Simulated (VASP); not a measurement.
Te2Pt (Moncheite): band structure with PBE

Te2Pt (Moncheite):

```
Te Pt
1.0
     4.05060    0.00000    0.00000
    -2.02530    3.50792    0.00000
     0.00000    0.00000    5.07845
Te Pt
2 1
Direct
  0.33333 0.66667 0.26773
  0.66667 0.33333 0.73227
  0.00000 0.00000 0.00000
```

```yaml
Program: VASP 6.6.1
Task: band structure
Functional: PBE
Potentials_or_basis: VASP PAW PBE potentials, release 64 (Te, Pt)
Cutoff: 520 eV
k_mesh: 12 × 12 × 7
Occupations: methfessel-paxton, width 0.1 eV
Spin: spin-orbit coupling, no magnetisation
Further_INCAR_settings: ALGO = Normal; EDIFF = 1e-06
```

The pressure is 4.1 GPa. The largest force is 0.010 eV/Å and the valence electrons inside the program's atomic spheres are Te 3.33; Pt 9.38.

Forces on the atoms (eV/Å):
```
Te   0.000  0.000 -0.010
Te   0.000  0.000  0.010
Pt   0.000  0.000  0.000
```

Stress tensor (GPa, compression positive):
```
4.01 0.00 0.00
0.00 4.01 0.00
0.00 0.00 4.15
```

It took 2.3 min on 4 MPI ranks on AMD EPYC 9R45 96-Core Processor (Zen 5) (shared host), peak memory 0.73 GiB a rank.
